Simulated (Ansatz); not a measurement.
**Zr: 30 steps of 1.5 fs from 1200 K**

Method: DFT, PBE, all-electron LAPW, scalar-relativistic in Ansatz 0.2.0.

Command: `ansatz run input.yaml --threads 2 --pin off --max-ram 4096MiB --backend cpu --events-out ev --progress --plain --runs-dir out` The run took 38 min on 2 threads of AMD EPYC 7R43 64-Core Processor (Zen 3), on a shared host, peak memory 0.84 GiB.

```yaml
crystal:
  lattice:
    - [-3.62, 3.62, 3.62]
    - [3.62, -3.62, 3.62]
    - [1.81, 1.81, -1.81]
  atoms:
    - { symbol: Zr, position: [0.0, 0.0, 0.0] }
    - { symbol: Zr, position: [0.0, 0.5, 0.0] }
    - { symbol: Zr, position: [0.5, 0.0, 0.0] }
    - { symbol: Zr, position: [0.5, 0.5, 0.0] }
kpoints:
  mp_grid: { grid: [4, 4, 7] }
scf:
  occupations: { method: fermi_dirac, width: 0.08 }
hamiltonian:
  xc: pbe
  pseudopotentials: { kind: all_electron, lapw: { basis_error: 0.001 } }
output:
  forces: true
  stress: true
md:
  timestep: 1.5
  n_steps: 30
  ensemble: nvt_langevin
  temperature: 1200
  initial_velocities: maxwell_boltzmann
  seed: 468014
```

The geometry is COD entry 9008559, unchecked; take it as a test cell.

Each frame lists Cartesian positions (Å) and forces (eV/Å). Free energies count from the first step, -391708.1368 eV.

Step 0 (t = 0.0 fs): E = 0.0 meV, T = 900 K

```
Zr    0.0000    0.0000    0.0000     0.000   0.000   0.000
Zr    1.8100   -1.8100    1.8100     0.000   0.000   0.000
Zr   -1.8100    1.8100    1.8100     0.000   0.000   0.000
Zr    0.0000    0.0000    3.6200     0.000   0.000   0.000
```

Step 1 (t = 1.5 fs): E = +0.2 meV, T = 932 K

```
Zr   -0.0082    0.0023    0.0015     0.028  -0.030   0.014
Zr    1.8138   -1.8154    1.8164    -0.017   0.004  -0.005
Zr   -1.8071    1.8088    1.8041    -0.011   0.025   0.002
Zr    0.0008    0.0036    3.6175     0.000   0.000  -0.011
```

Step 2 (t = 3.0 fs): E = +0.8 meV, T = 886 K

```
Zr   -0.0167    0.0041    0.0035     0.055  -0.060   0.027
Zr    1.8164   -1.8202    1.8230    -0.030   0.006  -0.010
Zr   -1.8044    1.8081    1.7975    -0.022   0.051   0.005
Zr    0.0015    0.0068    3.6148    -0.003   0.004  -0.022
```

Step 3 (t = 4.5 fs): E = +1.6 meV, T = 823 K

```
Zr   -0.0242    0.0065    0.0061     0.079  -0.091   0.036
Zr    1.8183   -1.8255    1.8295    -0.045   0.007  -0.013
Zr   -1.8025    1.8073    1.7907    -0.031   0.074   0.009
Zr    0.0013    0.0090    3.6120    -0.004   0.010  -0.031
```

Step 4 (t = 6.0 fs): E = +2.7 meV, T = 1149 K

```
Zr   -0.0317    0.0082    0.0103     0.101  -0.125   0.044
Zr    1.8207   -1.8321    1.8362    -0.060   0.008  -0.016
Zr   -1.8006    1.8061    1.7838    -0.040   0.098   0.013
Zr    0.0006    0.0108    3.6085    -0.001   0.019  -0.041
```

Step 5 (t = 7.5 fs): E = +3.9 meV, T = 1321 K

```
Zr   -0.0399    0.0092    0.0151     0.122  -0.165   0.056
Zr    1.8245   -1.8402    1.8433    -0.075   0.012  -0.019
Zr   -1.7987    1.8061    1.7766    -0.048   0.123   0.017
Zr   -0.0002    0.0120    3.6040     0.002   0.030  -0.054
```

Step 6 (t = 9.0 fs): E = +5.2 meV, T = 1308 K

```
Zr   -0.0478    0.0097    0.0196     0.141  -0.205   0.069
Zr    1.8289   -1.8486    1.8510    -0.093   0.017  -0.024
Zr   -1.7972    1.8072    1.7687    -0.053   0.146   0.021
Zr   -0.0015    0.0131    3.5990     0.004   0.042  -0.066
```

Step 7 (t = 10.5 fs): E = +6.7 meV, T = 1564 K

```
Zr   -0.0556    0.0102    0.0240     0.163  -0.248   0.081
Zr    1.8335   -1.8571    1.8589    -0.111   0.024  -0.030
Zr   -1.7946    1.8084    1.7603    -0.057   0.171   0.025
Zr   -0.0030    0.0145    3.5936     0.006   0.054  -0.076
```

Step 8 (t = 12.0 fs): E = +8.7 meV, T = 1406 K

```
Zr   -0.0631    0.0116    0.0283     0.186  -0.292   0.092
Zr    1.8376   -1.8663    1.8666    -0.129   0.032  -0.037
Zr   -1.7913    1.8098    1.7518    -0.065   0.193   0.030
Zr   -0.0043    0.0161    3.5874     0.008   0.067  -0.084
```

Step 9 (t = 13.5 fs): E = +10.9 meV, T = 1227 K

```
Zr   -0.0696    0.0140    0.0322     0.209  -0.335   0.101
Zr    1.8404   -1.8755    1.8743    -0.149   0.043  -0.046
Zr   -1.7891    1.8120    1.7439    -0.070   0.209   0.036
Zr   -0.0053    0.0175    3.5820     0.009   0.083  -0.091
```

Step 10 (t = 15.0 fs): E = +13.2 meV, T = 1128 K

```
Zr   -0.0754    0.0170    0.0356     0.234  -0.375   0.109
Zr    1.8426   -1.8842    1.8822    -0.169   0.055  -0.056
Zr   -1.7877    1.8152    1.7366    -0.075   0.221   0.043
Zr   -0.0061    0.0194    3.5773     0.010   0.099  -0.096
```

Step 11 (t = 16.5 fs): E = +15.7 meV, T = 959 K

```
Zr   -0.0806    0.0199    0.0384     0.257  -0.413   0.119
Zr    1.8449   -1.8922    1.8903    -0.190   0.067  -0.071
Zr   -1.7866    1.8180    1.7302    -0.079   0.231   0.050
Zr   -0.0065    0.0209    3.5724     0.011   0.115  -0.099
```

Step 12 (t = 18.0 fs): E = +18.9 meV, T = 1025 K

```
Zr   -0.0854    0.0229    0.0414     0.280  -0.452   0.128
Zr    1.8475   -1.8994    1.8991    -0.212   0.080  -0.091
Zr   -1.7856    1.8202    1.7245    -0.082   0.243   0.060
Zr   -0.0073    0.0217    3.5672     0.014   0.129  -0.097
```

Step 13 (t = 19.5 fs): E = +23.3 meV, T = 971 K

```
Zr   -0.0900    0.0262    0.0444     0.308  -0.491   0.132
Zr    1.8493   -1.9062    1.9084    -0.237   0.091  -0.113
Zr   -1.7841    1.8204    1.7186    -0.088   0.258   0.073
Zr   -0.0084    0.0223    3.5621     0.018   0.142  -0.091
```

Step 14 (t = 21.0 fs): E = +28.0 meV, T = 795 K

```
Zr   -0.0941    0.0295    0.0479     0.336  -0.528   0.134
Zr    1.8499   -1.9129    1.9170    -0.260   0.101  -0.135
Zr   -1.7824    1.8193    1.7139    -0.099   0.274   0.085
Zr   -0.0095    0.0235    3.5570     0.024   0.152  -0.084
```

Step 15 (t = 22.5 fs): E = +31.8 meV, T = 806 K

```
Zr   -0.0982    0.0322    0.0532     0.361  -0.561   0.134
Zr    1.8494   -1.9186    1.9249    -0.275   0.110  -0.153
Zr   -1.7800    1.8184    1.7115    -0.116   0.291   0.093
Zr   -0.0102    0.0253    3.5516     0.031   0.160  -0.074
```

Step 16 (t = 24.0 fs): E = +35.1 meV, T = 726 K

```
Zr   -0.1020    0.0340    0.0598     0.387  -0.591   0.132
Zr    1.8479   -1.9238    1.9327    -0.284   0.116  -0.168
Zr   -1.7772    1.8176    1.7094    -0.137   0.307   0.103
Zr   -0.0095    0.0275    3.5475     0.034   0.168  -0.067
```

Step 17 (t = 25.5 fs): E = +38.2 meV, T = 737 K

```
Zr   -0.1053    0.0355    0.0667     0.413  -0.619   0.127
Zr    1.8466   -1.9286    1.9400    -0.293   0.121  -0.181
Zr   -1.7741    1.8167    1.7068    -0.158   0.325   0.115
Zr   -0.0079    0.0299    3.5438     0.038   0.174  -0.062
```

Step 18 (t = 27.0 fs): E = +42.3 meV, T = 842 K

```
Zr   -0.1089    0.0370    0.0736     0.443  -0.651   0.121
Zr    1.8458   -1.9336    1.9475    -0.307   0.128  -0.198
Zr   -1.7713    1.8151    1.7033    -0.179   0.347   0.132
Zr   -0.0071    0.0327    3.5398     0.044   0.176  -0.055
```

Step 19 (t = 28.5 fs): E = +47.8 meV, T = 931 K

```
Zr   -0.1130    0.0389    0.0800     0.477  -0.686   0.112
Zr    1.8445   -1.9393    1.9550    -0.327   0.137  -0.217
Zr   -1.7690    1.8127    1.6986    -0.203   0.373   0.153
Zr   -0.0072    0.0362    3.5353     0.053   0.177  -0.047
```

Step 20 (t = 30.0 fs): E = +54.1 meV, T = 952 K

```
Zr   -0.1174    0.0411    0.0867     0.513  -0.722   0.099
Zr    1.8423   -1.9446    1.9619    -0.345   0.144  -0.239
Zr   -1.7668    1.8095    1.6936    -0.232   0.401   0.176
Zr   -0.0070    0.0396    3.5300     0.064   0.176  -0.036
```

Step 21 (t = 31.5 fs): E = +61.2 meV, T = 1123 K

```
Zr   -0.1221    0.0435    0.0937     0.553  -0.758   0.085
Zr    1.8390   -1.9498    1.9693    -0.362   0.150  -0.262
Zr   -1.7653    1.8056    1.6887    -0.264   0.432   0.202
Zr   -0.0058    0.0432    3.5246     0.073   0.176  -0.025
```

Step 22 (t = 33.0 fs): E = +69.2 meV, T = 1210 K

```
Zr   -0.1263    0.0470    0.1014     0.595  -0.800   0.069
Zr    1.8357   -1.9558    1.9769    -0.381   0.159  -0.288
Zr   -1.7647    1.8028    1.6832    -0.298   0.461   0.231
Zr   -0.0041    0.0468    3.5187     0.084   0.180  -0.012
```

Step 23 (t = 34.5 fs): E = +77.5 meV, T = 1378 K

```
Zr   -0.1296    0.0508    0.1101     0.637  -0.847   0.048
Zr    1.8327   -1.9625    1.9846    -0.402   0.173  -0.314
Zr   -1.7638    1.8018    1.6768    -0.331   0.489   0.265
Zr   -0.0020    0.0508    3.5125     0.097   0.185   0.002
```

Step 24 (t = 36.0 fs): E = +86.4 meV, T = 1461 K

```
Zr   -0.1318    0.0550    0.1188     0.679  -0.896   0.023
Zr    1.8293   -1.9699    1.9925    -0.425   0.190  -0.341
Zr   -1.7630    1.8015    1.6691    -0.364   0.517   0.303
Zr   -0.0003    0.0556    3.5067     0.110   0.189   0.015
```

Step 25 (t = 37.5 fs): E = +95.5 meV, T = 1167 K

```
Zr   -0.1331    0.0589    0.1263     0.719  -0.942   0.000
Zr    1.8258   -1.9776    2.0005    -0.449   0.209  -0.369
Zr   -1.7625    1.8020    1.6611    -0.393   0.541   0.341
Zr    0.0005    0.0601    3.5015     0.123   0.192   0.028
```

Step 26 (t = 39.0 fs): E = +104.2 meV, T = 1053 K

```
Zr   -0.1340    0.0622    0.1320     0.755  -0.986  -0.018
Zr    1.8226   -1.9855    2.0084    -0.473   0.230  -0.399
Zr   -1.7621    1.8032    1.6537    -0.416   0.561   0.377
Zr    0.0013    0.0638    3.4967     0.133   0.195   0.040
```

Step 27 (t = 40.5 fs): E = +111.8 meV, T = 868 K

```
Zr   -0.1344    0.0647    0.1375     0.784  -1.025  -0.035
Zr    1.8197   -1.9929    2.0155    -0.492   0.250  -0.426
Zr   -1.7624    1.8050    1.6466    -0.433   0.575   0.412
Zr    0.0021    0.0663    3.4921     0.141   0.200   0.049
```

Step 28 (t = 42.0 fs): E = +117.3 meV, T = 699 K

```
Zr   -0.1342    0.0669    0.1436     0.805  -1.058  -0.054
Zr    1.8165   -1.9988    2.0213    -0.503   0.263  -0.447
Zr   -1.7636    1.8071    1.6401    -0.447   0.585   0.443
Zr    0.0035    0.0680    3.4879     0.146   0.210   0.058
```

Step 29 (t = 43.5 fs): E = +121.7 meV, T = 808 K

```
Zr   -0.1342    0.0689    0.1500     0.823  -1.086  -0.074
Zr    1.8122   -2.0038    2.0264    -0.507   0.270  -0.465
Zr   -1.7654    1.8088    1.6342    -0.462   0.594   0.473
Zr    0.0060    0.0699    3.4836     0.146   0.222   0.066
```

Step 30 (t = 45.0 fs): E = +124.9 meV, T = 768 K

```
Zr   -0.1346    0.0701    0.1571     0.837  -1.110  -0.095
Zr    1.8073   -2.0081    2.0315    -0.505   0.275  -0.482
Zr   -1.7677    1.8107    1.6287    -0.475   0.602   0.503
Zr    0.0093    0.0721    3.4793     0.142   0.234   0.073
```

Question: What is the mean temperature over the last 16 frames?

Answer: 971 K; so short a run of so small a cell isn't equilibrated.
